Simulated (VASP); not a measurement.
Here is a VASP 6.6.1 calculation.

Contents of INCAR:

```
PREC = Accurate
ENCUT = 520
EDIFF = 1E-6
ISMEAR = 0
SIGMA = 0.15
LREAL = False
LASPH = True
NELM = 100
ALGO = Fast
ISIF = 2
LWAVE = False
LCHARG = False
GGA = PE
IVDW = 12
NBANDS = 8
```

Contents of KPOINTS:

```
Automatic mesh
0
Gamma
  24 24 24
```

File POSCAR:

```
Si
1.0
    0.0000000000      1.7981603841      2.1577924609
    1.7981603841      0.0000000000      2.1577924609
    1.7981603841      1.7981603841      0.0000000000
Si
1
Direct
    0.0000000000      0.0000000000      0.0000000000
```

Potentials or basis: VASP PAW PBE potentials, release 64 (Si).

Launch:

```console
$ cat potpaw_PBE.64/Si/POTCAR > POTCAR
$ mpirun -np 1 vasp_std > vasp.out
```

Q: What does it give for the band gap on the k mesh?

A: None (metal or under the smearing width).

Q: What does it give for the dispersion energy per atom?

A: -0.445 eV.

Q: Estimate the pressure.

A: -0.4 GPa.

Caveat: pairwise dispersion overbinds metals, which lowers pressure and volume.
